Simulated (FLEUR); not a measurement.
# Ta2N (P-3m1) in FLEUR: a series of runs

Aim: see how the results for Ta2N move with the level of theory and the settings. Levels: PW91+U, RPBE+U. Tasks: band structure, equation of state.

All numbers are computed with FLEUR MaX-R8.1 (later development tree); they aren't measurements. Logs are shortened: lines on timing, memory, paths and dates and some standing lists are left out, and cuts for length are marked.

## Step 1: The structure

Symmetry: P-3m1, No. 164, trigonal system. The conventional cell has a = 3.113 Å, b = 3.113 Å, c = 4.870 Å, α = 90.00°, β = 90.00°, γ = 120.00°. Around Ta (site symmetry 3m) lie 3 N at 2.18 Å. N (site symmetry -3m) is surrounded by 6 Ta at 2.18 Å.

The cell comes from a database or a generator and needn't be the stable form of this composition.

## Step 2: Band structure, PW91+U (cell squeezed)

The input, inp.xml:

```xml
<?xml version="1.0" encoding="UTF-8" standalone="no"?>
<fleurInput fleurInputVersion="0.39">
   <comment>
      Ta2N                                                                                                
   </comment>
   <calculationSetup>
      <cutoffs Kmax="3.0" Gmax="14.8" GmaxXC="14.8" numbands="0"/>
      <scfLoop itmax="60" minDistance="0.0002" maxIterBroyd="50" imix="Anderson" alpha="0.05" precondParam="0.0" spinf="2.0" sdNocoIR="T"/>
      <coreElectrons ctail="T" frcor="F" kcrel="0" coretail_lmax="0"/>
      <xcFunctional name="pw91" relativisticCorrections="F"/>
      <magnetism jspins="1"/>
      <soc l_soc="F" theta="0.0" phi="0.0" spav="F"/>
      <expertModes spex="0" secvar="F"/>
      <geometryOptimization l_f="F" forcealpha="1.0" forcemix="BFGS" epsdisp="0.00001" epsforce="0.00001"/>
      <ldaU l_linMix="F" mixParam="0.05" spinf="1.0"/>
   </calculationSetup>
   <cell>
      <bzIntegration valenceElectrons="59.0" mode="hist" fermiSmearingEnergy="0.00183747">
         <kPointListSelection listName="default-1"/>
         <!-- k-points included here -->
         <xi:include xmlns:xi="http://www.w3.org/2001/XInclude" href="kpts.xml"> </xi:include>
      </bzIntegration>
      <!-- symmetry operations included here -->
      <xi:include xmlns:xi="http://www.w3.org/2001/XInclude" href="sym.xml"> </xi:include>
      <bulkLattice scale="1.0">
[... 31 lines left out ...]
         </electronConfig>
         <energyParameters s="2" p="2" d="3" f="4"/>
         <lo type="SCLO" l="0" n="2" eDeriv="2"/>
         <lo type="SCLO" l="1" n="2" eDeriv="2"/>
         <lo type="SCLO" l="2" n="3" eDeriv="2"/>
      </species>
   </atomSpecies>
   <atomGroups>
      <atomGroup species="Tantalum (Ta)">
         <relPos label="                   1">1.000/3.000 -1.000/3.000 .2547110000</relPos>
         <relPos label="                   2">-1.000/3.000 1.000/3.000 -.2547110000</relPos>
         <force calculate="T" relaxXYZ="TTT"/>
      </atomGroup>
      <atomGroup species="Nitrogen (N)">
         <relPos label="                   3">.0000000000 .0000000000 .0000000000</relPos>
         <force calculate="T" relaxXYZ="TTT"/>
      </atomGroup>
   </atomGroups>
   <output dos="F" band="F" slice="F">
      <checks vchk="F" cdinf="F"/>
      <bandDOS minEnergy="-.5*Htr" maxEnergy="0.5*Htr" sigma="0.015" storeEVData="T"/>
      <vacuumDOS vacdos="F" integ="F" star="F" nstars="0" locx1="0.0" locy1="0.0" locx2="0.0" locy2="0.0" nstm="0" tworkf="0.0"/>
      <unfoldingBand unfoldBand="F" supercellX="1" supercellY="1" supercellZ="1"/>
      <plotting iplot="0" polar="F">
         <plot TwoD="T" vec1="  1.0  0.0  0.0" vec2="  0.0  1.0  0.0" vec3="  0.0  0.0  1.0" zero="  0.0  0.0  0.0" file="plot"/>
      </plotting>
      <chargeDensitySlicing numkpt="0" minEigenval="0.0" maxEigenval="0.0" nnne="0" pallst="F"/>
      <specialOutput eonly="F"/>
      <moessbauerParams electricFieldGradient="T" isomerShift="T" coreHyperfine="T" valenceHyperfine="T"/>
      <magneticCircularDichroism mcd="F" energyLo="-10.0" energyUp="0.0"/>
   </output>
  <!-- We include the file relax.xml here to enable relaxations (see documentation) -->
  <xi:include xmlns:xi="http://www.w3.org/2001/XInclude" href="relax.xml"> <xi:fallback/> </xi:include>
</fleurInput>
```

The input, crystal.txt:

```
Ta2N
&input cartesian=F /
3.0275343183  0.0000000000  0.0000000000
-1.5137671592  2.6219216304  0.0000000000
0.0000000000  0.0000000000  4.7363529421
1.8897261246
1.0 1.0 1.0

3
73 0.3333333333  0.6666666667  0.2547110000
73 0.6666666667  0.3333333333  0.7452890000
7 0.0000000000  0.0000000000  0.0000000000

&kpt div1=10 div2=10 div3=6 gamma=T /
```

The input, inp.xml (bands):

```
<?xml version="1.0" encoding="UTF-8" standalone="no"?>
<fleurInput fleurInputVersion="0.39">
   <comment>
      Ta2N                                                                                                
   </comment>
   <calculationSetup>
      <cutoffs Kmax="3.0" Gmax="14.8" GmaxXC="14.8" numbands="0"/>
      <scfLoop itmax="60" minDistance="0.0002" maxIterBroyd="50" imix="Anderson" alpha="0.05" precondParam="0.0" spinf="2.0" sdNocoIR="T"/>
      <coreElectrons ctail="T" frcor="F" kcrel="0" coretail_lmax="0"/>
      <xcFunctional name="pw91" relativisticCorrections="F"/>
      <magnetism jspins="1"/>
      <soc l_soc="F" theta="0.0" phi="0.0" spav="F"/>
      <expertModes spex="0" secvar="F"/>
      <geometryOptimization l_f="F" forcealpha="1.0" forcemix="BFGS" epsdisp="0.00001" epsforce="0.00001"/>
      <ldaU l_linMix="F" mixParam="0.05" spinf="1.0"/>
   </calculationSetup>
   <cell>
      <bzIntegration valenceElectrons="59.0" mode="hist" fermiSmearingEnergy="0.00183747">
         <kPointListSelection listName="path-1"/>
         <!-- k-points included here -->
         <xi:include xmlns:xi="http://www.w3.org/2001/XInclude" href="kpts.xml"> </xi:include>
      </bzIntegration>
      <!-- symmetry operations included here -->
      <xi:include xmlns:xi="http://www.w3.org/2001/XInclude" href="sym.xml"> </xi:include>
      <bulkLattice scale="1.0">
         <bravaisMatrix>
[... 30 lines left out ...]
         </electronConfig>
         <energyParameters s="2" p="2" d="3" f="4"/>
         <lo type="SCLO" l="0" n="2" eDeriv="2"/>
         <lo type="SCLO" l="1" n="2" eDeriv="2"/>
         <lo type="SCLO" l="2" n="3" eDeriv="2"/>
      </species>
   </atomSpecies>
   <atomGroups>
      <atomGroup species="Tantalum (Ta)">
         <relPos label="                   1">1.000/3.000 -1.000/3.000 .2547110000</relPos>
         <relPos label="                   2">-1.000/3.000 1.000/3.000 -.2547110000</relPos>
         <force calculate="T" relaxXYZ="TTT"/>
      </atomGroup>
      <atomGroup species="Nitrogen (N)">
         <relPos label="                   3">.0000000000 .0000000000 .0000000000</relPos>
         <force calculate="T" relaxXYZ="TTT"/>
      </atomGroup>
   </atomGroups>
   <output dos="F" band="T" slice="F">
      <checks vchk="F" cdinf="F"/>
      <bandDOS minEnergy="-.5*Htr" maxEnergy="0.5*Htr" sigma="0.015" storeEVData="T"/>
      <vacuumDOS vacdos="F" integ="F" star="F" nstars="0" locx1="0.0" locy1="0.0" locx2="0.0" locy2="0.0" nstm="0" tworkf="0.0"/>
      <unfoldingBand unfoldBand="F" supercellX="1" supercellY="1" supercellZ="1"/>
      <plotting iplot="0" polar="F">
         <plot TwoD="T" vec1="  1.0  0.0  0.0" vec2="  0.0  1.0  0.0" vec3="  0.0  0.0  1.0" zero="  0.0  0.0  0.0" file="plot"/>
      </plotting>
      <chargeDensitySlicing numkpt="0" minEigenval="0.0" maxEigenval="0.0" nnne="0" pallst="F"/>
      <specialOutput eonly="F"/>
      <moessbauerParams electricFieldGradient="T" isomerShift="T" coreHyperfine="T" valenceHyperfine="T"/>
      <magneticCircularDichroism mcd="F" energyLo="-10.0" energyUp="0.0"/>
   </output>
  <!-- We include the file relax.xml here to enable relaxations (see documentation) -->
  <xi:include xmlns:xi="http://www.w3.org/2001/XInclude" href="relax.xml"> <xi:fallback/> </xi:include>
</fleurInput>
```

Potentials or basis: all-electron, FLAPW.

Launch:

```
> inpgen -f crystal.txt -profile fastHighL
> # inp.xml edited to the form shown
> fleur_MPI
> fleur_MPI   # second run, on inp.xml (bands)
```

Standard output:

```text
Welcome to FLEUR        (www.flapw.de)
      MaX-Release 8.1          (www.max-centre.eu)

 ========== k-point set info ==========
 Selected k-point list: default-1
 k-point list type: mesh
 10 x 10 x 6
 Number of k points: 72

 ------------Calculation Setup---------------------------
 Number of MPI-tasks      :            1
 Number of PE/node        :            1
 Number of OMP-threads    :            1
 Most efficient MPI parallelization for:
           1           2           3           4           6           8           9          12          18          24          36          72
 Additional eigenvalue parallelization possible
 Number of basis functions:          187
 Approximate size of matrices (H+S) per k-point:         0.001 GB
 --------------------------------------------------------
 no density matrix found ... skipping LDA+U
 Reset of history
 Iteration:     1   Distance:      18.98191085 me/bohr^3
 Iteration:     2   Distance:      16.98589617 me/bohr^3
 Iteration:     3   Distance:      14.84349237 me/bohr^3
 Iteration:     4   Distance:       8.62763192 me/bohr^3
 Iteration:     5   Distance:       5.43681155 me/bohr^3
 Iteration:     6   Distance:       2.54358466 me/bohr^3
 Iteration:     7   Distance:       0.65380530 me/bohr^3
 Iteration:     8   Distance:       0.59660744 me/bohr^3
 Iteration:     9   Distance:       0.13539365 me/bohr^3
 Iteration:    10   Distance:       0.14427157 me/bohr^3
 Iteration:    11   Distance:       0.02591286 me/bohr^3
 Iteration:    12   Distance:       0.00930508 me/bohr^3
 Iteration:    13   Distance:       0.00874154 me/bohr^3
 Iteration:    14   Distance:       0.00083895 me/bohr^3
 Iteration:    15   Distance:       0.00051092 me/bohr^3
 Iteration:    16   Distance:       0.00019028 me/bohr^3

 ********************************************************************
 Run finished successfully
 Stop message:
   all done
 ********************************************************************
```

Wall time 32 s (1 thread of Arm Neoverse V1, shared host); peak memory 0.07 GiB.

These settings aren't checked as converged (typed here: Kmax = 3): the numbers below hold their error.

What came out:

* Free energy: -851990.1993 eV
* Band gap along the path: none (metal or under the smearing width)
* Valence electrons inside the program's atomic spheres: Ta 24.26; N 3.31 (radii Ta 2.3, N 1.42 bohr)

Caveat: the plane-wave cutoff is short for the small spheres of the light atoms, so energies, forces and moduli aren't converged; spin-orbit coupling is left out, which moves the levels of the heavy elements; U without spin polarisation on a metal has little footing.

## Step 3: Equation of state, RPBE+U, 12.80 Å³/atom (volume scaled by 0.94)

Changes to inp.xml since step 2:

```diff
@@ -6,6 +6,6 @@
    <calculationSetup>
-      <cutoffs Kmax="3.0" Gmax="14.8" GmaxXC="14.8" numbands="0"/>
-      <scfLoop itmax="60" minDistance="0.0002" maxIterBroyd="50" imix="Anderson" alpha="0.05" precondParam="0.0" spinf="2.0" sdNocoIR="T"/>
+      <cutoffs Kmax="4.93" Gmax="15.3" GmaxXC="15.3" numbands="0"/>
+      <scfLoop itmax="80" minDistance="0.0002" maxIterBroyd="50" imix="Anderson" alpha="0.02" precondParam="0.0" spinf="2.0" sdNocoIR="T"/>
       <coreElectrons ctail="T" frcor="F" kcrel="0" coretail_lmax="0"/>
-      <xcFunctional name="pw91" relativisticCorrections="F"/>
+      <xcFunctional name="Rpbe" relativisticCorrections="F"/>
       <magnetism jspins="1"/>
@@ -17,3 +17,3 @@
    <cell>
-      <bzIntegration valenceElectrons="59.0" mode="hist" fermiSmearingEnergy="0.00183747">
+      <bzIntegration valenceElectrons="59.0" mode="gauss" fermiSmearingEnergy="0.00367493">
          <kPointListSelection listName="default-1"/>
@@ -24,7 +24,7 @@
       <xi:include xmlns:xi="http://www.w3.org/2001/XInclude" href="sym.xml"> </xi:include>
-      <bulkLattice scale="1.0">
+      <bulkLattice scale="0.9795861087">
          <bravaisMatrix>
-            <row-1>    5.7212106944145615     0.0000000000000000     0.0000000000000000</row-1>
-            <row-2>   -2.8606053473017670     4.9547138016207057     0.0000000000000000</row-2>
-            <row-3>    0.0000000000000000     0.0000000000000000     8.9504098900124411</row-3>
+            <row-1>    5.8824557101498991     0.0000000000000000     0.0000000000000000</row-1>
+            <row-2>   -2.9412278550749495     5.0943560815157438     0.0000000000000000</row-2>
+            <row-3>    0.0000000000000000     0.0000000000000000     9.2026657603481876</row-3>
          </bravaisMatrix>
@@ -34,3 +34,3 @@
       <species name="Tantalum (Ta)" element="Ta" atomicNumber="73">
-         <mtSphere radius="2.3" gridPoints="761" logIncrement="0.017"/>
+         <mtSphere radius="2.29" gridPoints="781" logIncrement="0.017"/>
          <atomicCutoffs lmax="9" lnonsphr="7"/>
@@ -43,3 +43,3 @@
          <energyParameters s="6" p="6" d="5" f="4"/>
-         <ldaU l="2" U="2" J="0.9" l_amf="F"/>
+         <ldaU l="2" U="3.5" J="0.9" l_amf="F"/>
          <lo type="SCLO" l="0" n="5" eDeriv="0"/>
@@ -49,3 +49,3 @@
       <species name="Nitrogen (N)" element="N" atomicNumber="7">
-         <mtSphere radius="1.42" gridPoints="471" logIncrement="0.022"/>
+         <mtSphere radius="1.42" gridPoints="483" logIncrement="0.022"/>
          <atomicCutoffs lmax="8" lnonsphr="6"/>
```

Potentials or basis: all-electron, FLAPW.

Launch:

```
> inpgen -f crystal.txt -profile fastHighL
> # inp.xml edited to the form shown
> fleur_MPI
```

It took 2.5 min on 1 thread of Arm Neoverse V1, shared host; peak memory 0.09 GiB.

The run converged. Its results:

- Free energy: -851931.4068 eV
- Valence electrons inside the program's atomic spheres: Ta 24.17; N 3.46 (radii Ta 2.29, N 1.42 bohr)

## Step 4: Equation of state, RPBE+U, 13.08 Å³/atom (volume scaled by 0.96)

Changes to inp.xml since step 3:

```diff
@@ -24,3 +24,3 @@
       <xi:include xmlns:xi="http://www.w3.org/2001/XInclude" href="sym.xml"> </xi:include>
-      <bulkLattice scale="0.9795861087">
+      <bulkLattice scale="0.9864848297">
          <bravaisMatrix>
```

Launch:

```
> inpgen -f crystal.txt -profile fastHighL
> # inp.xml edited to the form shown
> fleur_MPI
```

Run time: 2.8 min. Hardware: 1 thread of Arm Neoverse V1, shared host; peak memory 0.09 GiB.

It converged, with:

| Property | Result |
| --- | --- |
| Free energy | -851931.5372 eV |
| Valence electrons inside the program's atomic spheres | Ta 24.14; N 3.44 (radii Ta 2.29, N 1.42 bohr) |

## Step 5: Equation of state, RPBE+U, 13.62 Å³/atom

Changes to inp.xml since step 4:

```diff
@@ -24,3 +24,3 @@
       <xi:include xmlns:xi="http://www.w3.org/2001/XInclude" href="sym.xml"> </xi:include>
-      <bulkLattice scale="0.9864848297">
+      <bulkLattice scale="1.0000000000">
          <bravaisMatrix>
```

Launch:

```
> inpgen -f crystal.txt -profile fastHighL
> # inp.xml edited to the form shown
> fleur_MPI
```

Run time: 3.1 min. Hardware: 1 thread of Arm Neoverse V1, shared host; peak memory 0.09 GiB.

The run converged. Its results:

```yaml
Free_energy: -851931.6896 eV
Valence_electrons_inside_the_program's_atomic_spheres: Ta 24.07; N 3.41 (radii Ta 2.29, N 1.42 bohr)
```

## Step 6: Equation of state, RPBE+U, 14.17 Å³/atom (volume scaled by 1.04)

Changes to inp.xml since step 5:

```diff
@@ -24,3 +24,3 @@
       <xi:include xmlns:xi="http://www.w3.org/2001/XInclude" href="sym.xml"> </xi:include>
-      <bulkLattice scale="1.0000000000">
+      <bulkLattice scale="1.0131594038">
          <bravaisMatrix>
```

Potentials or basis: all-electron, FLAPW.

Launch:

```
> inpgen -f crystal.txt -profile fastHighL
> # inp.xml edited to the form shown
> fleur_MPI
```

Run time: 3.8 min. Hardware: 1 thread of Arm Neoverse V1, shared host; peak memory 0.09 GiB.

It converged, with:

```yaml
Free_energy: -851931.7196 eV
Valence_electrons_inside_the_program's_atomic_spheres: Ta 24.01; N 3.38 (radii Ta 2.29, N 1.42 bohr)
```

## Step 7: Equation of state, RPBE+U, 14.44 Å³/atom (volume scaled by 1.06)

Changes to inp.xml since step 6:

```diff
@@ -24,3 +24,3 @@
       <xi:include xmlns:xi="http://www.w3.org/2001/XInclude" href="sym.xml"> </xi:include>
-      <bulkLattice scale="1.0131594038">
+      <bulkLattice scale="1.0196128224">
          <bravaisMatrix>
```

Launch:

```
> inpgen -f crystal.txt -profile fastHighL
> # inp.xml edited to the form shown
> fleur_MPI
```

Run time: 3.5 min. Hardware: 1 thread of Arm Neoverse V1, shared host; peak memory 0.09 GiB.

It converged, with:

```yaml
Free_energy: -851931.6961 eV
Valence_electrons_inside_the_program's_atomic_spheres: Ta 23.98; N 3.37 (radii Ta 2.29, N 1.42 bohr)
```

## Step 8: Equation of state, RPBE+U

This step only gathers the single runs of the series.

Results:

```yaml
Equilibrium_volume: 14.04 Å³/atom
Bulk_modulus_at_fixed_shape_and_positions: 263 GPa
Pressure_derivative_of_the_bulk_modulus: "4.2 (rough: it moves with the points fitted)"
```

Energy against volume, from the lowest point:
```csv
volume (Å³/atom),energy (meV/atom)
12.805,104.25
13.077,60.80
13.622,9.99
14.167,0.00
14.439,7.80
```

Caveat: the cell was scaled at fixed shape and fractional positions, which overstates the stiffness of a crystal with free parameters, most of all of layers and chains.
